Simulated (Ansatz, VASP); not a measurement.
**Cross-check of BN between VASP and Ansatz**

Aim: how closely do two programs agree when they are given the same cell, functional and k mesh? The cell is taken from a series of runs on this material, whose earlier steps may have relaxed, scaled, displaced or heated it; both programs get it as it stands.

Calculated with Ansatz 0.2.0; plane waves, with VASP 6.6.1 beside it; zone-centre phonons at LDA.

## Step 1: Set-up

It takes space group Imm2 (No. 44, orthorhombic). The conventional cell has a = 2.532 Å, b = 2.633 Å, c = 3.547 Å, α = 90.00°, β = 90.00°, γ = 90.00°. Nearest to B lie 4 N at 1.55 to 1.59 Å. N has 4 B at 1.55 to 1.59 Å nearest. Farther neighbours and most contacts between anions are not listed.

Structure file:

```
B N
1.0
     0.03548    1.82604    1.77335
     1.82604    0.03548    1.77335
     1.86152    1.86152    0.00000
B N
1 1
Direct
  0.00031 0.00031 0.99969
  0.24969 0.24969 0.25031
```

## Step 2: VASP: zone-centre phonons, LDA

Second derivatives magnify differences that forces hide, and they need a tight electronic threshold.

Lines of VASP's logs that name or quote its potential files are left out, and so is its time.

Contents of INCAR:

```
SYSTEM = BN
PREC = Accurate
ENCUT = 600
EDIFF = 1E-08
NELM = 120
ISMEAR = 0
SIGMA = 0.01
LREAL = .FALSE.
ALGO = Normal
GGA = PW92
NBANDS = 10
LORBIT = 11
LWAVE = .FALSE.
LCHARG = .FALSE.
ISIF = 2
IBRION = 8
LEPSILON = .TRUE.
LASPH = .TRUE.
GGA_COMPAT = .FALSE.
EFERMI = MIDGAP
KPAR = 2
```

Contents of POSCAR:

```
BN
1.0
    0.0354801683      1.8260421592      1.7733517284
    1.8260421592      0.0354801683      1.7733517284
    1.8615223274      1.8615223274     -0.0000000001
B N
1 1
Direct
    0.0003063711      0.0003063711      0.9996936289
    0.2496936289      0.2496936289      0.2503063711
```

Contents of KPOINTS:

```
Automatic mesh
0
Gamma
12 12 12
0 0 0
```

PAW data sets: B and N (LDA family, release 64).

Started as:

```
$ mpirun -np 2 vasp_std
```

Numbers of over 12 decimals in the logs are rounded to 6 here.

What it wrote:

```text
[banner, memory and clock lines left out]
running    2 mpi-ranks, on    1 nodes
 distrk:  each k-point on    1 cores,    2 groups
 distr:  one band on    1 cores,    1 groups

 POSCAR found type information on POSCAR B N
 POSCAR found :  2 types and       2 ions
|                                                                             |
|               ----> ADVICE to this user running VASP <----                  |
|                                                                             |
|     You enforced a specific xc type in the INCAR file but a different       |
|     [... a line on the potential file left out ...]
|     I HOPE YOU KNOW WHAT YOU ARE DOING!                                     |
|                                                                             |

 LDA part: xc-table for (Slater(with rela. corr.)+PW92), standard interpolation
 POSCAR, INCAR and KPOINTS ok, starting setup
 FFT: planning ... GRIDC
 FFT: planning ... GRID_SOFT
 FFT: planning ... GRID
 WAVECAR not read
 entering main loop
       N       E                     dE             d eps       ncg     rms          rms(c)
DAV:   1     0.101982671784E+02    0.10198E+02   -0.54553E+03  5736   0.882E+02
DAV:   2    -0.200394592822E+02   -0.30238E+02   -0.29369E+02  6678   0.167E+02
DAV:   3    -0.205293150093E+02   -0.48986E+00   -0.48889E+00  6504   0.188E+01
DAV:   4    -0.205299579547E+02   -0.64295E-03   -0.64293E-03  6114   0.810E-01
DAV:   5    -0.205299586097E+02   -0.65498E-06   -0.65498E-06  6374   0.256E-02    0.651E+00
DAV:   6    -0.195306082113E+02    0.99935E+00   -0.34110E+00  5696   0.113E+01    0.307E+00
DAV:   7    -0.194222903573E+02    0.10832E+00   -0.87792E-02  6250   0.261E+00    0.176E+00
DAV:   8    -0.193904789439E+02    0.31811E-01   -0.49174E-02  6358   0.159E+00    0.176E-01
DAV:   9    -0.193903226368E+02    0.15631E-03   -0.95286E-04  6128   0.287E-01    0.812E-02
DAV:  10    -0.193903060737E+02    0.16563E-04   -0.52368E-05  6342   0.719E-02    0.140E-02
DAV:  11    -0.193903064949E+02   -0.42113E-06   -0.17393E-06  6190   0.101E-02    0.673E-03
DAV:  12    -0.193903064681E+02    0.26776E-07   -0.40441E-07  6202   0.412E-03    0.676E-04
DAV:  13    -0.193903064678E+02    0.25545E-09   -0.11036E-08  3572   0.101E-03
   1 F= -.19390306E+02 E0= -.19390306E+02  d E =0.000000E+00
 Linear response reoptimize wavefunctions to high precision
DAV:   1    -0.193903064679E+02   -0.43201E-10   -0.49320E-10  3898   0.239E-04
 Linear response G [H, r] |phi>, progress :
  Direction:   1
       N       E                     dE             d eps       ncg     rms
RMM:   1    -0.346002387755E+02   -0.34600E+02   -0.67416E+00 12937   0.504E+01
RMM:   2    -0.309452732547E+02    0.36550E+01   -0.86700E-01  8936   0.875E+00
RMM:   3    -0.309545388195E+02   -0.92656E-02    0.49349E-03  9496   0.367E-01
RMM:   4    -0.309552073490E+02   -0.66853E-03    0.23937E-04  9978   0.218E-02
RMM:   5    -0.309552305306E+02   -0.23182E-04    0.15825E-05  9725   0.160E-03
RMM:   6    -0.309552320951E+02   -0.15645E-05    0.23089E-07  8380   0.209E-04
RMM:   7    -0.309552321278E+02   -0.32689E-07   -0.10906E-07  7007   0.111E-04
RMM:   8    -0.309552321296E+02   -0.18578E-08   -0.10511E-07  7127   0.109E-04
RMM:   9    -0.309552321299E+02   -0.27412E-09   -0.11424E-07  6779   0.109E-04
RMM:  10    -0.309552321299E+02    0.39130E-10   -0.15298E-07  5878   0.109E-04
 Linear response G [H, r] |phi>, progress :
  Direction:   2
       N       E                     dE             d eps       ncg     rms
RMM:   1    -0.296447830880E+02   -0.29645E+02    0.25341E+01 12811   0.491E+01
RMM:   2    -0.279709528296E+02    0.16738E+01   -0.80514E-01  8880   0.805E+00
RMM:   3    -0.279713124825E+02   -0.35965E-03   -0.24044E-03  9527   0.347E-01
RMM:   4    -0.279712717851E+02    0.40697E-04   -0.25019E-05 10081   0.215E-02
RMM:   5    -0.279712702777E+02    0.15074E-05   -0.13055E-06  9762   0.165E-03
RMM:   6    -0.279712701841E+02    0.93681E-07   -0.29145E-07  8414   0.218E-04
RMM:   7    -0.279712701818E+02    0.22613E-08   -0.25668E-07  7060   0.116E-04
RMM:   8    -0.279712701808E+02    0.10341E-08   -0.27987E-07  7208   0.113E-04
RMM:   9    -0.279712701807E+02    0.15476E-10   -0.27527E-07  6944   0.113E-04
RMM:  10    -0.279712701808E+02   -0.18552E-10   -0.25997E-07  6057   0.113E-04
 Linear response G [H, r] |phi>, progress :
  Direction:   3
       N       E                     dE             d eps       ncg     rms
RMM:   1    -0.323202975807E+02   -0.32320E+02    0.10575E+01 12735   0.501E+01
RMM:   2    -0.294759212858E+02    0.28444E+01   -0.86286E-01  8813   0.838E+00
RMM:   3    -0.294781427412E+02   -0.22215E-02   -0.17990E-03  9452   0.357E-01
RMM:   4    -0.294781624874E+02   -0.19746E-04    0.87731E-06  9948   0.218E-02
RMM:   5    -0.294781641265E+02   -0.16391E-05    0.95012E-07  9704   0.166E-03
[...]
dielectric tensor                  component  1 :     5.240     0.135     1.043
 Linear response to external field (no local field effect), progress :
  Direction:   2
       N       E                     dE             d eps       ncg     rms          rms(c)
RMM:   1    -0.109914127798E+00   -0.10991E+00   -0.32712E-01 12915   0.179E+00
RMM:   2    -0.110354517319E+00   -0.44039E-03   -0.25504E-04  9095   0.136E-01
[...]
RMM:   9    -0.126586390613E+00    0.23111E-07   -0.97271E-11 15144   0.398E-05    0.247E-06
 change of polarisation eV/A/(eV/A) component  2 :     0.008     0.238    -0.000
 dielectric tensor                  component  2 :     0.123     4.649    -0.000
 Linear response to external field, progress :
  Direction:   3
       N       E                     dE             d eps       ncg     rms          rms(c)
RMM:   1    -0.119280419790E+00   -0.11928E+00   -0.35770E-01 12593   0.185E+00
RMM:   2    -0.119785899342E+00   -0.50548E-03   -0.29954E-04  9029   0.143E-01    0.579E-01
RMM:   3    -0.117509740962E+00    0.22762E-02   -0.95975E-04  8879   0.238E-01    0.340E-01
RMM:   4    -0.121394518736E+00   -0.38848E-02   -0.14243E-03  9140   0.290E-01    0.371E-02
RMM:   5    -0.121868019216E+00   -0.47350E-03   -0.15268E-05  9295   0.315E-02    0.427E-03
RMM:   6    -0.121884384109E+00   -0.16365E-04   -0.34354E-08  9429   0.180E-03    0.225E-03
RMM:   7    -0.121894031031E+00   -0.96469E-05   -0.90050E-09  9396   0.889E-04    0.994E-05
RMM:   8    -0.121894235735E+00   -0.20470E-06    0.28568E-11  5931   0.396E-05    0.331E-05
RMM:   9    -0.121894254007E+00   -0.18271E-07    0.33467E-11  5574   0.477E-05    0.296E-06
 change of polarisation eV/A/(eV/A) component  3 :     0.067    -0.021     0.230
 dielectric tensor                  component  3 :     1.022    -0.316     4.515
 Linear response DOF=           4
 Linear response progress:
  Degree of freedom:   1/  4
       N       E                     dE             d eps       ncg     rms          rms(c)
RMM:   1    -0.415729434303E-01   -0.41573E-01   -0.23481E-02 45588   0.136E+00
RMM:   2    -0.360737236215E-01    0.54992E-02   -0.76041E-04 26688   0.248E-01    0.144E-01
RMM:   3    -0.360345751732E-01    0.39148E-04   -0.94834E-05 28167   0.758E-02    0.807E-02
RMM:   4    -0.363085108363E-01   -0.27394E-03   -0.12271E-04 28144   0.857E-02    0.775E-03
RMM:   5    -0.363000841871E-01    0.84266E-05   -0.59971E-07 28760   0.732E-03    0.109E-03
RMM:   6    -0.362977339167E-01    0.23503E-05   -0.36634E-08 28871   0.535E-04    0.406E-04
RMM:   7    -0.362954052516E-01    0.23287E-05   -0.23745E-08 29207   0.389E-04    0.440E-05
RMM:   8    -0.362954814683E-01   -0.76217E-07    0.25058E-09 29541   0.305E-05    0.105E-05
RMM:   9    -0.362954287606E-01    0.52708E-07   -0.53698E-09 30215   0.134E-05    0.938E-07
RMM:  10    -0.362954289180E-01   -0.15737E-09   -0.39547E-09 21078   0.626E-06    0.321E-07
 first order change of Fermi-energy   0.16255E-05
 force on displaced ion       1 direction 1 : -23.539   2.681   0.001
 Born effective charge ion    1 direction 1 :   1.921   0.038   0.000
 Linear response progress:
  Degree of freedom:   2/  4
       N       E                     dE             d eps       ncg     rms          rms(c)
RMM:   1    -0.401086265793E-01   -0.40109E-01   -0.19825E-02 14050   0.131E+00
RMM:   2    -0.356773418187E-01    0.44313E-02   -0.70585E-04  8603   0.233E-01    0.140E-01
RMM:   3    -0.356371371959E-01    0.40205E-04   -0.90410E-05  8908   0.740E-02    0.786E-02
RMM:   4    -0.358733658990E-01   -0.23623E-03   -0.98575E-05  8911   0.777E-02    0.988E-03
RMM:   5    -0.358908582426E-01   -0.17492E-04   -0.56012E-07  9135   0.646E-03    0.357E-03
RMM:   6    -0.358819264030E-01    0.89318E-05   -0.17758E-07  9203   0.263E-03    0.433E-04
RMM:   7    -0.358800670973E-01    0.18593E-05   -0.80502E-09  9309   0.350E-04    0.788E-05
RMM:   8    -0.358796618595E-01    0.40524E-06   -0.45307E-10  9403   0.865E-05    0.210E-05
RMM:   9    -0.358796583367E-01    0.35228E-08   -0.31326E-10  9629   0.139E-05    0.764E-07
 first order change of Fermi-energy  -0.61010E+00
 force on displaced ion       1 direction 3 :  -0.000  -0.000 -24.389
 Born effective charge ion    1 direction 3 :   0.000   0.000   1.842
 Linear response progress:
  Degree of freedom:   3/  4
       N       E                     dE             d eps       ncg     rms          rms(c)
RMM:   1    -0.229670407188E+00   -0.22967E+00    0.10683E-01 35724   0.333E+00
RMM:   2    -0.223649303591E+00    0.60211E-02   -0.20767E-03 26701   0.445E-01    0.226E-01
RMM:   3    -0.224626015484E+00   -0.97671E-03   -0.38942E-04 26141   0.156E-01    0.123E-01
RMM:   4    -0.226624373027E+00   -0.19984E-02   -0.36980E-04 25338   0.153E-01    0.228E-02
RMM:   5    -0.226672505503E+00   -0.48132E-04   -0.59470E-06 29022   0.228E-02    0.899E-04
RMM:   6    -0.226680324074E+00   -0.78186E-05   -0.58034E-08 28745   0.114E-03    0.423E-04
RMM:   7    -0.226678315300E+00    0.20088E-05   -0.29157E-08 29302   0.388E-04    0.482E-05
RMM:   8    -0.226678107310E+00    0.20799E-06   -0.45132E-09 29622   0.316E-05    0.206E-05
RMM:   9    -0.226678046704E+00    0.60606E-07   -0.56494E-09 30503   0.272E-05    0.149E-06
RMM:  10    -0.226678045623E+00    0.10810E-08   -0.12416E-08 27261   0.134E-05    0.274E-07
 first order change of Fermi-energy   0.87499E-04
 force on displaced ion       2 direction 1 : -23.543   2.676   0.000
 Born effective charge ion    2 direction 1 :  -1.920  -0.038  -0.000
 Linear response progress:
  Degree of freedom:   4/  4
       N       E                     dE             d eps       ncg     rms          rms(c)
RMM:   1    -0.229294646112E+00   -0.22929E+00    0.10034E-01 11337   0.330E+00
RMM:   2    -0.223716024641E+00    0.55786E-02   -0.20694E-03  8627   0.445E-01    0.221E-01
RMM:   3    -0.224712703420E+00   -0.99668E-03   -0.36617E-04  8316   0.152E-01    0.120E-01
RMM:   4    -0.226685330265E+00   -0.19726E-02   -0.34586E-04  8049   0.148E-01    0.229E-02
RMM:   5    -0.226743020128E+00   -0.57690E-04   -0.55165E-06  9254   0.218E-02    0.123E-03
RMM:   6    -0.226751030782E+00   -0.80107E-05   -0.69255E-09  9320   0.961E-04    0.413E-04
RMM:   7    -0.226748613437E+00    0.24173E-05   -0.22548E-09  9369   0.327E-04    0.907E-05
RMM:   8    -0.226748697982E+00   -0.84545E-07   -0.14132E-09  9250   0.732E-05    0.200E-05
RMM:   9    -0.226748641455E+00    0.56527E-07   -0.14106E-09  9669   0.271E-05    0.143E-06
RMM:  10    -0.226748631279E+00    0.10177E-07   -0.14741E-09  7929   0.133E-05    0.537E-07
RMM:  11    -0.226748632760E+00   -0.14814E-08   -0.15289E-09  7003   0.131E-05    0.272E-08
 first order change of Fermi-energy   0.61092E+00
 force on displaced ion       2 direction 3 :  -0.000  -0.000 -24.391
 Born effective charge ion    2 direction 3 :  -0.000  -0.000  -1.842
 Born effective charges drift removed
 Linear response finished
```

Parts of OUTCAR (step 2):

```text
ion  position               nearest neighbor table
   1  0.000  0.000  1.000-   2 1.55   2 1.55   2 1.59   2 1.59
   2  0.250  0.250  0.250-   1 1.55   1 1.55   1 1.59   1 1.59

  LATTYP: Found a body centered orthorhombic cell.
 ALAT       =     2.5322370518
 B/A-ratio  =     1.0396302037
 C/A-ratio  =     1.4006206308

 Subroutine GETGRP returns: Found  4 space group operations
 (whereof  4 operations were pure point group operations)

The static configuration has the point symmetry C_2v.

 Found    280 irreducible k-points:

   k-points           NKPTS =    280   k-points in BZ     NKDIM =    280   number of bands    NBANDS=     10

   dimension x,y,z NGX =    20 NGY =   20 NGZ =   24
   dimension x,y,z NGXF=    40 NGYF=   40 NGZF=   48

   ENCUT  =  600.0 eV  44.10 Ry    6.64 a.u.   5.08  5.08  5.26*2*pi/ulx,y,z

   NELECT =       8.0000    total number of electrons

 k-points in reciprocal lattice and weights: Automatic mesh
   0.00000000  0.00000000  0.00000000       0.001
   0.08333333 -0.00000000  0.00000000       0.002
   0.16666667 -0.00000000  0.00000000       0.002
   0.25000000  0.00000000  0.00000000       0.002
   0.33333333 -0.00000000  0.00000000       0.002
   0.41666667  0.00000000  0.00000000       0.002
   0.50000000  0.00000000  0.00000000       0.001
   0.08333333  0.08333333  0.00000000       0.001
   0.16666667  0.08333333  0.00000000       0.002
[...]
0.25000000  0.25000000  0.50000000       0.001
  -0.25000000  0.25000000  0.50000000       0.001

 average (electrostatic) potential at core
       1 -29.5973       2 -60.1208

  Total       -1.1993129     -1.1993129      0.0208805     -1.2283135      0.0000000      0.0000000
  in kB     -162.5401263   -162.5401263      2.8298887   -166.4705074      0.0000000      0.0000000
  external PRESSURE =    -107.4167880 kB  Pullay stress =       0.0000000 kB

  energy-cutoff  :      600.00
  volume of cell :       11.82
      direct lattice vectors                 reciprocal lattice vectors
     0.035480168  1.826042159  1.773351728    -0.279241938  0.279241938  0.281951962
     1.826042159  0.035480168  1.773351728     0.279241938 -0.279241938  0.281951962
     1.861522327  1.861522327 -0.000000000     0.268597369  0.268597369 -0.281951962

 POSITION                                       TOTAL-FORCE (eV/Angst)
 -----------------------------------------------------------------------------------
      1.86152      1.86152      0.00109         0.000000      0.000000      0.008100
      0.93076      0.93076      0.88559        -0.000000     -0.000000     -0.008100
 -----------------------------------------------------------------------------------
    total drift:                               -0.000000     -0.000000     -0.000004

 MACROSCOPIC STATIC DIELECTRIC TENSOR (including local field effects in DFT)
 ------------------------------------------------------
           4.649243     0.122779    -0.000000
           0.122779     4.649243    -0.000000
          -0.000000    -0.000000     4.515314
 ------------------------------------------------------

 PIEZOELECTRIC TENSOR (including local field effects)  for field in x, y, z        (C/m^2)
          XX          YY          ZZ          XY          YZ          ZX
  --------------------------------------------------------------------------------
  x    -0.00000    -0.00000     0.00000    -0.00000    -1.02777    -0.02735
  y    -0.00000    -0.00000     0.00000    -0.00000    -0.02735    -1.02777
  z    -0.03891    -0.03891     0.01609    -1.03647     0.00000     0.00000

 BORN EFFECTIVE CHARGES (including local field effects) (in |e|, cummulative output)
 ---------------------------------------------------------------------------------
 ion    1
    1     1.92032     0.03751    -0.00000
    2     0.03751     1.92032    -0.00000
    3    -0.00000    -0.00000     1.84193
 ion    2
    1    -1.92032    -0.03751     0.00000
    2    -0.03751    -1.92032     0.00000
    3     0.00000     0.00000    -1.84193

 Eigenvectors and eigenvalues of the dynamical matrix
 ----------------------------------------------------

   1 f  =   32.410506 THz   203.641213 2PiTHz 1081.098102 cm-1   134.039021 meV
             X         Y         Z           dx          dy          dz
      1.861522  1.861522  0.001087     0.531174   -0.531174    0.000000
      0.930761  0.930761  0.885589    -0.466749    0.466749   -0.000000

   2 f  =   31.258818 THz   196.404947 2PiTHz 1042.681941 cm-1   129.276026 meV
             X         Y         Z           dx          dy          dz
      1.861522  1.861522  0.001087     0.000000    0.000000    0.751170
      0.930761  0.930761  0.885589    -0.000000   -0.000000   -0.660109

   3 f  =   28.909998 THz   181.646876 2PiTHz  964.333737 cm-1   119.562091 meV
             X         Y         Z           dx          dy          dz
      1.861522  1.861522  0.001087     0.531126    0.531126   -0.000000
      0.930761  0.930761  0.885589    -0.466803   -0.466803    0.000000

   4 f/i=    0.000241 THz     0.001515 2PiTHz    0.008042 cm-1     0.000997 meV
             X         Y         Z           dx          dy          dz
      1.861522  1.861522  0.001087     0.466749   -0.466749   -0.000000
      0.930761  0.930761  0.885589     0.531174   -0.531174   -0.000000

   5 f/i=    0.000848 THz     0.005331 2PiTHz    0.028301 cm-1     0.003509 meV
             X         Y         Z           dx          dy          dz
      1.861522  1.861522  0.001087     0.000000   -0.000000    0.660109
      0.930761  0.930761  0.885589     0.000000   -0.000000    0.751170

   6 f/i=    0.002743 THz     0.017232 2PiTHz    0.091482 cm-1     0.011342 meV
             X         Y         Z           dx          dy          dz
      1.861522  1.861522  0.001087     0.466803    0.466803   -0.000000
      0.930761  0.930761  0.885589     0.531126    0.531126   -0.000000

 MACROSCOPIC STATIC DIELECTRIC TENSOR IONIC CONTRIBUTION
 ------------------------------------------------------
           2.440912     0.371406    -0.000000
           0.371406     2.440912    -0.000000
          -0.000000    -0.000000     2.129217
 ------------------------------------------------------

 ELASTIC MODULI CONTR FROM IONIC RELAXATION (kBar)
 Direction    XX          YY          ZZ          XY          YZ          ZX
 --------------------------------------------------------------------------------
 XX         -16.1117    -16.1117    -18.4939     13.8942      0.0000     -0.0000
 YY         -16.1117    -16.1117    -18.4939     13.8942     -0.0000      0.0000
 ZZ         -18.4939    -18.4939    -21.2282     15.9485     -0.0000      0.0000
 XY          13.8942     13.8942     15.9485    -11.9819      0.0000      0.0000
 YZ           0.0000     -0.0000     -0.0000      0.0000    -34.8299     29.1395
 ZX          -0.0000      0.0000      0.0000      0.0000     29.1395    -42.9357
 --------------------------------------------------------------------------------

 PIEZOELECTRIC TENSOR IONIC CONTR  for field in x, y, z        (C/m^2)
          XX          YY          ZZ          XY          YZ          ZX
  --------------------------------------------------------------------------------
  x    -0.00000     0.00000     0.00000     0.00000     0.09601    -0.26792
  y     0.00000    -0.00000     0.00000    -0.00000    -0.23941     0.10249
  z    -0.17428    -0.17428    -0.20005     0.15030    -0.00000    -0.00000
```

(Part 1 of 2 ends here.)

[Lines on the potential files, build, host, timing and source positions are cut from VASP's logs without a mark.]

[Logs are printed without paths, hosts, clocks, repeated set-up lines and the standing remarks that a program may print on its own settings, such as how far it seeks lower states.]

[Hosts, paths, dates, database ids (printed as entryN), source tags and the programs' standing remarks are cut or masked in the printed files.]
